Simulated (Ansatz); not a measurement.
# Quasi-harmonic thermodynamics of BaS (Fm-3m)

Wanted: α(T), C_P(T) and B(T) of BaS in the quasi-harmonic approximation.

Main program and level: Ansatz 0.2.0; DFT PBE+D3(BJ), scalar-relativistic, plane waves, PAW.

## 1. The starting structure

The structure is cubic, space group Fm-3m (No. 225). Conventional cell: a = 6.388 Å, b = 6.388 Å, c = 6.388 Å, α = 90.00°, β = 90.00°, γ = 90.00°. Ba has 6 S at 3.19 Å nearest. Nearest to S lie 6 Ba at 3.19 Å. Farther neighbours and most contacts between anions are not listed.

## 2. A first coarse run

Before spending time, one coarse run tells the gap and the pressure of the starting cell.

File input.yaml:

```yaml
crystal:
  lattice:
    - [0.0, 3.19375, 3.19375]
    - [3.19375, 0.0, 3.19375]
    - [3.19375, 3.19375, 0.0]
  atoms:
    - { symbol: Ba, position: [0.0, 0.0, 0.0] }
    - { symbol: S, position: [0.5, 0.5, 0.5] }
kpoints:
  mp_grid: { grid: [6, 6, 6] }
hamiltonian:
  xc: pbe
  dispersion: d3bj
scf:
  occupations: { method: gaussian, width: 0.1 }
output:
  forces: true
  stress: true
  eigenvalues: true
```

Command:

```
ansatz run input.yaml --threads 4 --pin off --max-ram 8192MiB --backend cpu --events-out ev --progress --plain --runs-dir out
```

Numbers of over 12 decimals in the logs are rounded to 6 here.

What it wrote:

```text
Engine: ansatz 0.2.0, aarch64-unknown-linux-gnu
Pseudopotentials: kind: paw
Pseudopotential: Ba, paw, valence charge 10, recommended cutoff 420 eV (normal), Ba.paw.azcp
Pseudopotential: S, paw, valence charge 6, recommended cutoff 420 eV (normal), S.paw.azcp
Functional definition: PBE
  parameter kappa = 0.804
  parameter beta = 0.066725
  exchange = pbe_x(kappa = kappa, mu = beta*pi^2/3)
  correlation = pbe_c(beta = beta)
Crystal: 2 atoms, lattice volume = 65.153 Å³
Basis set: ecut = 420 eV, 1243 PW (Γ), exchange–correlation on 64×64×64 points (8 copies of the dense FFT grid, shifted against one another)
Bands: 12, of which v1, the nominal top of the filled ones, is band 8 counted from 1 (7 counted from 0)
Symmetry: 48 space group operations
Space group: Fm-3m (ITA 225), of the structure as read, at distance tolerance 4.0e-5 Å
k-points: 16 of 216
Non-local potential: Ba, projectors of the file, l = 0: 3, l = 1: 2, l = 2: 2, l = 3: 2
Non-local potential: S, projectors of the file, l = 0: 2, l = 1: 2, l = 2: 2
PAW form: soft (Blöchl's): semilocal exchange-correlation on the pseudo side does not see the compensation charge
PAW one-centre angular grid: Ba, 194 points (default); XC on 64 Gauss nodes
PAW one-centre angular grid: S, 110 points (default); XC on 64 Gauss nodes
Initial density: superposition of atomic densities (neutral atoms: chi_scale 0, normalization atom), corrected by the library's trained network
Initial wavefunctions: pseudopotential atomic-orbital guess
Functional: x = pbe(κ = 0.804, μ = 0.219515), c = pbe(β = 0.066725)
SCF iter   1: F=—  HF=-6856.416291 eV  |F-HF|=—  |Δ(HF+E_count)|=         —  Δρ=6.73e-4  dr2=7.03e-4  ethr=1.77e-3  ⟨swp⟩=8.4  Hψ=1487  notcnv=0
preconditioner: auto → none  [insulator: Δε(μ)=2.178 eV  Ē_g=11.940 eV  σ=0.100 eV  W_gap=1.00  n_scr=14 (ndim 8)  ℏωp=17.2 eV  f_vac=0.000  D(μ)=0.00/eV (n_scr^D=0)  ε∞_Penn≈3.1]
SCF iter   2: F=—  HF=-6856.415940 eV  |F-HF|=—  |Δ(HF+E_count)|=   3.51e-4  Δρ=2.07e-4  dr2=2.10e-5  ethr=4.39e-6  ⟨swp⟩=2.3  Hψ=433  notcnv=0
SCF iter   3: F=—  HF=-6856.415950 eV  |F-HF|=—  |Δ(HF+E_count)|=   9.99e-6  Δρ=9.26e-5  dr2=3.74e-6  ethr=1.31e-7  ⟨swp⟩=2.3  Hψ=294  notcnv=0
iter 4 did not close the SCF: its close was put off for the readings that it lacked (scf_convergence_deferred on its scf_iter line)
SCF iter   4: F=-6856.415955 eV  HF=-6856.415955 eV  |F-HF|=3.01e-8  |Δ(HF+E_count)|=   4.93e-6  Δρ=7.97e-6  dr2=4.89e-8  ethr=2.33e-8  ⟨swp⟩=2.9  Hψ=326  notcnv=0
iter 5 did not close the SCF: its close was put off for the readings that it lacked (scf_convergence_deferred on its scf_iter line)
SCF iter   5: F=-6856.415955 eV  HF=-6856.415955 eV  |F-HF|=2.76e-10  |Δ(HF+E_count)|=   4.70e-8  Δρ=2.32e-6  dr2=3.59e-9  ethr=3.06e-10  ⟨swp⟩=2.7  Hψ=309  notcnv=0
SCF iter   6: F=-6856.415955 eV  HF=-6856.415955 eV  |F-HF|=4.97e-10  |Δ(HF+E_count)|=   1.47e-9  Δρ=6.89e-7  dr2=6.77e-10  ethr=2.24e-11  ⟨swp⟩=2.4  Hψ=721  notcnv=0
SCF 1 converged in 6 iterations: F = -6856.415955 eV  dr2 = 6.77e-10
  greatest PAW one-centre occupation: 0.955 electrons in one spin orbital (limit 2), on the Ba atom at site 0 (counted from 0), in its partial waves of l = 0
SCF converged after 6 iterations
Free energy (F): -6856.415955 eV
Harris-Foulkes:  -6856.415955 eV  (|F-HF|=4.97e-10)
Internal energy: -6856.415955 eV  (E = F + TS)
E sigma→0 (E₀):  -6856.415955 eV
Fermi energy:    6.893504 eV
--- Per-component energies (eV) ---
  E_band       = -50.914120
  E_kinetic    = 276.533557
  E_local      = -402.117370  (includes V_loc(G=0)·N_el)
  E_nonlocal   = 85.192232
  E_hartree    = 127.587251
  E_xc         = -266.704210
  E_vxc        = -224.986652  (∫ρ·V_xc dr)
  E_paw        = -5826.114683  (= ΣΔE_a)
  E_vpaw       = -40.710566  (= ΣTr[D̂ρ^β])
  E_aug_tail   = -0.000000  (compensation charges beyond the density's cutoff)
  E_ewald      = -850.237565
  E_disp       = -0.555166  (pairwise vdW)
  E_smearing   = -0.000000  (= −TS)
  E_closure    = -0.000000  (closes the sum)
  Σ components = -6856.415955   (vs F -6856.415955, Δ=0.00e0)
--- Forces (eV/Å), atoms counted from 1 ---
  atom   1  Ba    -0.00000000     0.00000000     0.00000000
  atom   2  S      0.00000000     0.00000000     0.00000000
  max |Σ_I F_I| component: 3.19e-30 eV/Å
--- Stress (GPa, compression-positive) ---
       -0.576583      -0.000000       0.000000
        0.000000      -0.576583       0.000000
        0.000000       0.000000      -0.576583
  P = ⅓ Tr σ = -0.5766 GPa (-5.766 kbar)
--- Band table (eV; the first three rows and the last of 16) ---
  k-point 0: bands = [... 4 lower, -4.4987, 5.7906, 5.7906, 5.7906, 9.4800, 9.7567, 9.7567, 9.7567]
  k-point 1: bands = [... 4 lower, -4.0097, 5.1718, 5.4757, 5.4757, 9.7561, 10.1428, 10.1428, 10.4390]
  k-point 2: bands = [... 4 lower, -3.4600, 4.2930, 4.9827, 4.9827, 10.2545, 11.1866, 11.1866, 11.8978]
  k-point 15: bands = [... 4 lower, -3.9748, 4.9472, 5.3350, 5.4636, 9.0414, 11.2951, 12.0527, 12.8147]
```

Wall time 0.31 s (4 threads of Arm Neoverse V2, shared host); peak memory 0.3 GiB; 0.93 s of CPU time.

In the SCF lines HF is the Harris–Foulkes energy and dr2 the Hartree energy of the density residual, in eV; the loop may stop once dr2 is under the threshold and the program's other checks hold. Hψ counts applications of the Hamiltonian.

This step gave:

```
pressure          : -0.5766 GPa
gap on the k-mesh : 2.206 eV
volume per atom   : 32.58 Å³
```

The start is under -0.58 GPa at this level and looks like an insulator or semiconductor on this mesh.

## 3. Finding the static equilibrium

Phonons are second derivatives about a minimum, so cell and atoms are relaxed first, inside the symmetry of the start.

input.yaml, the sections that differ from step 2:

```yaml
kpoints:
  mp_grid: { grid: [8, 8, 8] }
scf:
  occupations: { method: gaussian, width: 0.02 }
output:
  forces: true
  stress: true
  eigenvalues: true
  write_density: true
  write_potential: true
  elf: true
  volumetric_format: npy
relax:
  adjacent_minimum: "off"
  f_tol: 0.005
  max_steps: 80
  cell: { stress_tol: 0.05 }
# crystal, hamiltonian: as in step 2
```

What it wrote:

```text
[...]
Crystal: 2 atoms, lattice volume = 65.153 Å³
Basis set: ecut = 420 eV, 1243 PW (Γ), exchange–correlation on 64×64×64 points (8 copies of the dense FFT grid, shifted against one another)
Bands: 12, of which v1, the nominal top of the filled ones, is band 8 counted from 1 (7 counted from 0)
Symmetry: 48 space group operations
[...]
k-points: 29 of 512
[...]
SCF iter   1: F=—  HF=-6856.416440 eV  |F-HF|=—  |Δ(HF+E_count)|=         —  Δρ=6.22e-4  dr2=5.97e-4  ethr=1.77e-3  ⟨swp⟩=10.0  Hψ=3009  notcnv=0
[...]
SCF iter   7: F=-6856.416095 eV  HF=-6856.416095 eV  |F-HF|=1.14e-8  |Δ(HF+E_count)|=   7.63e-8  Δρ=3.23e-6  dr2=1.42e-8  ethr=6.25e-10  ⟨swp⟩=8.6  Hψ=2016  notcnv=0
SCF 1 converged in 7 iterations: F = -6856.416095 eV  dr2 = 1.42e-8
[...]
relax step   1: F+E_penalty+E_count = -6856.41609472 eV  Δ(F+E_penalty+E_count) = +0.000e0 eV  max|allowed force component| = 5.555e-30 eV/Å  Δτ_max = 0.0000 Å  P = -0.578 GPa  Ω = 65.153 Å³  (7 SCF iters, dr2 threshold 1.00e-7 eV, accepted)
Crystal: 2 atoms, lattice volume = 64.046 Å³
[...]
iter 1 solved again at ethr=8.13e-7 eV; its pass at ethr=3.10e-3 eV (dr2=1.30e-4 eV) is discarded
[...]
SCF iter   4: F=-6856.417542 eV  HF=-6856.417541 eV  |F-HF|=1.46e-7  |Δ(HF+E_count)|=   6.01e-6  Δρ=1.17e-5  dr2=1.32e-7  ethr=1.25e-9  ⟨swp⟩=8.3  Hψ=3026  notcnv=0
SCF 2 converged in 4 iterations: F = -6856.417542 eV  dr2 = 1.32e-7
relax step   2: F+E_penalty+E_count = -6856.41754157 eV  Δ(F+E_penalty+E_count) = -1.447e-3 eV  max|allowed force component| = 2.054e-30 eV/Å  Δτ_max = 0.0000 Å  P = +0.174 GPa  Ω = 64.046 Å³  energy of the carried Pulay correction = +1.106e-5 eV  (4 SCF iters, dr2 threshold 2.00e-7 eV, accepted)
Crystal: 2 atoms, lattice volume = 64.299 Å³
[...]
SCF iter   4: F=-6856.417673 eV  HF=-6856.417673 eV  |F-HF|=7.93e-9  |Δ(HF+E_count)|=   2.22e-7  Δρ=2.85e-6  dr2=6.53e-9  ethr=4.75e-10  ⟨swp⟩=9.2  Hψ=2706  notcnv=0
SCF 3 converged in 4 iterations: F = -6856.417673 eV  dr2 = 6.53e-9
relax step   3: F+E_penalty+E_count = -6856.41767266 eV  Δ(F+E_penalty+E_count) = -1.311e-4 eV  max|allowed force component| = 1.683e-29 eV/Å  Δτ_max = 0.0000 Å  P = -0.004 GPa  Ω = 64.299 Å³  energy of the carried Pulay correction = +8.515e-6 eV  (4 SCF iters, dr2 threshold 7.61e-8 eV, accepted)
[...]
SCF iter   1: F=—  HF=-6856.417666 eV  |F-HF|=—  |Δ(HF+E_count)|=         —  Δρ=3.52e-6  dr2=5.10e-9  ethr=1.93e-6  ⟨swp⟩=2.1  Hψ=3778  notcnv=0
eigensolver tolerance schedule: the retry pair's looser diagonalisation over-reported the residual by 60560.89 of it (diagonalisation noise at an unbounded share of the residual, at the tolerance the schedule requests for it); recorded, not acted on — ethr = c·dr2/N_el stays at c = 1.0e-1
[...]
SCF iter   2: F=—  HF=-6856.417664 eV  |F-HF|=—  |Δ(HF+E_count)|=   1.72e-6  Δρ=2.56e-6  dr2=6.23e-9  ethr=3.19e-11  ⟨swp⟩=3.3  Hψ=816  notcnv=0
[...]
SCF iter   6: F=-6856.417664 eV  HF=-6856.417664 eV  |F-HF|=2.73e-12  |Δ(HF+E_count)|=  2.18e-11  Δρ=1.73e-8  dr2=2.49e-13  ethr=1.00e-12  ⟨swp⟩=4.1  Hψ=1721  notcnv=0
SCF 4 converged in 6 iterations: F = -6856.417664 eV  dr2 = 2.49e-13
relax step   4: F+E_penalty+E_count = -6856.41766410 eV  Δ(F+E_penalty+E_count) = +8.560e-6 eV  max|allowed force component| = 1.998e-29 eV/Å  Δτ_max = 0.0000 Å  P = -0.004 GPa  Ω = 64.299 Å³  stress off target by 4.25e-3 GPa  SCF on the basis re-selected at this cell (its energy is not comparable with the rows above)  (6 SCF iters)
basis re-selected at this cell: Δ(F+E_penalty+E_count) = +8.560e-6 eV, ΔP = +0.000 GPa vs the last step (what re-selecting the basis moved, of the pressure what is left beyond the Pulay correction that the steps carried, after the strain that the cell walked since its last selection, with what the two solves' SCF thresholds leave and, on support functions, any second-order correction that the steps lacked; it is no m [...]
SCF converged after 6 iterations
Free energy (F): -6856.417664 eV
[...]
Internal energy: -6856.417664 eV  (E = F + TS)
E sigma→0 (E₀):  -6856.417664 eV
Fermi energy:    7.008355 eV
[...]
--- Stress (GPa, compression-positive) ---
       -0.004248      -0.000000      -0.000000
       -0.000000      -0.004248      -0.000000
       -0.000000      -0.000000      -0.004248
  P = ⅓ Tr σ = -0.0042 GPa (-0.042 kbar)
--- Band table (eV; the first three rows and the last of 29) ---
  k-point 0: bands = [... 4 lower, -4.3919, 5.9153, 5.9153, 5.9153, 9.6728, 9.8858, 9.8858, 9.8858]
  k-point 1: bands = [... 4 lower, -4.0357, 5.5238, 5.7181, 5.7181, 9.8633, 10.1092, 10.1092, 10.2643]
  k-point 2: bands = [... 4 lower, -3.5515, 4.8063, 5.3226, 5.3226, 10.0515, 10.7388, 10.7388, 11.4647]
  k-point 28: bands = [... 4 lower, -3.7090, 4.8386, 5.5021, 5.5021, 10.2239, 10.2239, 12.3506, 12.8959]
--- Relaxed structure (3 steps of the walk, 3 accepted, 1 SCFs on fresh bases) ---
  F+E_penalty+E_count = -6856.41766410 eV   max|allowed force component| = 1.998e-29 eV/Å   (the final SCF, on the basis selected at the relaxed cell)
  cell:  # Å, volume = 64.2994 Å³
    - [0, 3.179745, 3.179745]
    - [3.179745, 0, 3.179745]
    - [3.179745, 3.179745, 0]
  atoms:
    - { symbol: Ba, position: [0, 0, 0] }
    - { symbol: S, position: [0.500000, 0.500000, 0.500000] }
```

Elapsed: 1.8 s, on 4 threads; peak memory 0.33 GiB; 6.2 s of CPU time.

Step by step:

```csv
step,energy less that of the first step (eV),largest force component (eV/Å),pressure (GPa),volume (Å³)
1,0.0000,0.0000,-0.58,65.15
2,-0.0014,0.0000,0.17,64.05
3,-0.0016,0.0000,0.00,64.30
4*,-0.0016,0.0000,0.00,64.30
```

Relaxation steps marked * repeat the geometry before them on a plane-wave basis chosen anew for their cell, so energy and pressure can jump there.

The run keeps the 48 symmetry operations that it works with, so distortions that break them were not tested.

```csv
"conventional cell, symmetrised",before,after,change
a (Å),6.388,6.359,-0.4 %
b (Å),6.388,6.359,-0.4 %
c (Å),6.388,6.359,-0.4 %
volume (Å³/atom),32.58,32.15,-1.3 %
```

The relaxed structure:

```
Ba S
1.0
     0.00000    3.17974    3.17974
     3.17974    0.00000    3.17974
     3.17974    3.17974    0.00000
Ba S
1 1
Direct
  0.00000 0.00000 0.00000
  0.50000 0.50000 0.50000
```

Numbers from this step:

| Quantity | Value |
| --- | --- |
| pressure | -0.004248 GPa |
| gap on the k-mesh | 2.186 eV |
| volume per atom | 32.15 Å³ |

Electrostatic potential energy in the ac plane of the conventional cell at fractional y = 0.000, with atoms of Ba and S within 0.2 Å of it. With pseudopotentials it is smooth inside the atoms' cores, unlike the true potential.

Values in eV, 10 rows by 16 columns, each cell a mean:
```
-33 -29 -13   3   8   7 -10 -25 -25 -20   2   9   6  -5 -23 -32
-11  -5   3   7   9  10   8   3   2   6   9  10   8   5  -2  -9
  7   8   9  10   9   9   7   6   5   6   8   9  10   9   8   7
 -6   1   8  10   8   3  -8 -17 -19 -12  -1   6   9   9   5  -4
-24 -25  -1   8   6  -7 -26 -34 -34 -31 -16   2   8   6 -15 -27
-25 -20   2   9   6  -5 -23 -32 -33 -29 -13   3   8   7 -10 -25
  2   6   9  10   8   5  -2  -9 -11  -5   3   7   9  10   8   3
  5   6   8   9  10   9   8   7   7   8   9  10   9   9   7   6
-19 -12  -1   6   9   9   5  -4  -6   1   8  10   8   3  -8 -17
-34 -31 -16   2   8   6 -15 -27 -24 -25  -1   8   6  -7 -26 -34
```
Columns run along a (6.4 Å; values clipped at the 3rd and 97th percentile), rows up along c (6.4 Å), edges of the conventional cell, whose origin can differ from the input's. Atoms in or near the plane, at fractional coordinates: Ba at (0.00, 0.00), Ba at (0.50, 0.50), S at (0.50, 0.00), S at (0.00, 0.50).

ELF in the ac plane of the conventional cell at fractional y = 0.000, with atoms of Ba and S within 0.2 Å of it. It is the smooth field of the valence electrons, not physical close to the nuclei.

Ten even steps from '0' (0.04) to '9' (0.85), each cell a mean:
```
169615994279823982
899415999899722798
986103799998510479
331001355554200023
221100011210000122
876410146653002578
999611699998304899
689723896489515997
069823981049625982
279823982169615994
899722798899415999
998510479986103799
554200023331001355
210000122221100011
653002578876410146
998304899999611699
489515997689723896
049625982069823981
```
Columns run along a (6.4 Å), rows up along c (6.4 Å), edges of the conventional cell, whose origin can differ from the input's. Atoms in or near the plane, at fractional coordinates: Ba at (0.00, 0.00), Ba at (0.50, 0.50), S at (0.50, 0.00), S at (0.00, 0.50).

Valence density in the ac plane of the conventional cell at fractional y = 0.000, with atoms of Ba and S within 0.2 Å of it. It is the smooth field of the valence electrons, not physical close to the nuclei.

Values in e/Å³, 10 rows by 16 columns, each cell a mean:
```
1.0 1.2 0.8 0.2 0.2 0.4 0.8 1.0 0.9 1.0 0.5 0.2 0.2 0.5 1.2 1.1
0.7 0.5 0.2 0.1 0.1 0.1 0.3 0.5 0.5 0.4 0.2 0.1 0.1 0.1 0.4 0.6
0.2 0.1 0.1 0.0 0.0 0.1 0.1 0.2 0.2 0.2 0.1 0.0 0.0 0.1 0.1 0.2
0.7 0.5 0.3 0.1 0.1 0.2 0.6 0.9 1.0 0.8 0.3 0.1 0.1 0.2 0.4 0.7
0.6 1.0 0.6 0.2 0.2 0.6 1.2 0.9 0.7 1.2 0.9 0.3 0.2 0.4 0.9 0.8
0.9 1.0 0.5 0.2 0.2 0.5 1.2 1.1 1.0 1.2 0.8 0.2 0.2 0.4 0.8 1.0
0.5 0.4 0.2 0.1 0.1 0.1 0.4 0.6 0.7 0.5 0.2 0.1 0.1 0.1 0.3 0.5
0.2 0.2 0.1 0.0 0.0 0.1 0.1 0.2 0.2 0.1 0.1 0.0 0.0 0.1 0.1 0.2
1.0 0.8 0.3 0.1 0.1 0.2 0.4 0.7 0.7 0.5 0.3 0.1 0.1 0.2 0.6 0.9
0.7 1.2 0.9 0.3 0.2 0.4 0.9 0.8 0.6 1.0 0.6 0.2 0.2 0.6 1.2 0.9
```
Columns run along a (6.4 Å), rows up along c (6.4 Å), edges of the conventional cell, whose origin can differ from the input's. Atoms in or near the plane, at fractional coordinates: Ba at (0.00, 0.00), Ba at (0.50, 0.50), S at (0.50, 0.00), S at (0.00, 0.50).

The relaxation ends with a pressure of 0.00 GPa.

## 4. Relaxing to small residual forces and stress

The relaxation is repeated with tighter thresholds on force and stress, since phonons are sensitive to what is left; a change of mesh or smearing in the input moves the cell too.

File input.yaml:

```yaml
crystal:
  lattice:
    - [0.0, 3.1797447637, 3.1797447637]
    - [3.1797447637, 0.0, 3.1797447637]
    - [3.1797447637, 3.1797447637, 0.0]
  atoms:
    - { symbol: Ba, position: [0.0, 0.0, 0.0] }
    - { symbol: S, position: [0.5, 0.5, 0.5] }
kpoints:
  mp_grid: { grid: [8, 8, 8] }
hamiltonian:
  xc: pbe
  dispersion: d3bj
scf:
  occupations: { method: fixed }
output:
  forces: true
  stress: true
  eigenvalues: true
relax:
  adjacent_minimum: "off"
  f_tol: 0.001
  max_steps: 60
  cell: { stress_tol: 0.01 }
```

What it wrote:

```text
[...]
Crystal: 2 atoms, lattice volume = 64.299 Å³
Basis set: ecut = 420 eV, 1243 PW (Γ), exchange–correlation on 64×64×64 points (8 copies of the dense FFT grid, shifted against one another)
Bands: 12, of which v1, the nominal top of the filled ones, is band 8 counted from 1 (7 counted from 0)
Symmetry: 48 space group operations
[...]
k-points: 29 of 512
[...]
k-point 28: bands = [... 4 lower, -3.7090, 4.8386, 5.5021, 5.5021, 10.2239, 10.2239, 12.3506, 12.8959]
--- Relaxed structure (1 steps of the walk, 1 accepted, 1 SCFs on fresh bases) ---
[...]
cell:  # Å, volume = 64.2994 Å³
    - [0.0, 3.1797447637, 3.1797447637]
    - [3.1797447637, 0.0, 3.1797447637]
    - [3.1797447637, 3.1797447637, 0.0]
  atoms:
    - { symbol: Ba, position: [0.0, 0.0, 0.0] }
    - { symbol: S, position: [0.5, 0.5, 0.5] }
[key lines of the parts left out:]
SCF converged after 7 iterations
Free energy (F): -6856.417664 eV
Fermi energy:    5.915290 eV
P = ⅓ Tr σ = -0.0042 GPa (-0.042 kbar)
```

It took 0.97 s on 4 threads; peak memory 0.32 GiB.

Little changed from the start: no atom moved by 0.005 Å and no cell edge by 0.1 %.

Numbers from this step:

```
pressure : -0.004247 GPa
```

The residual pressure is -0.0042 GPa, small enough for phonons.

[end of part 1 of 2]

[Logs are printed without paths, hosts, clocks, repeated set-up lines and the standing remarks that a program may print on its own settings, such as how far it seeks lower states.]

[Hosts, paths, dates, database ids (printed as entryN), source tags and the programs' standing remarks are cut or masked in the printed files.]

[A step with changed settings may run another functional than the one named; its input shows which.]
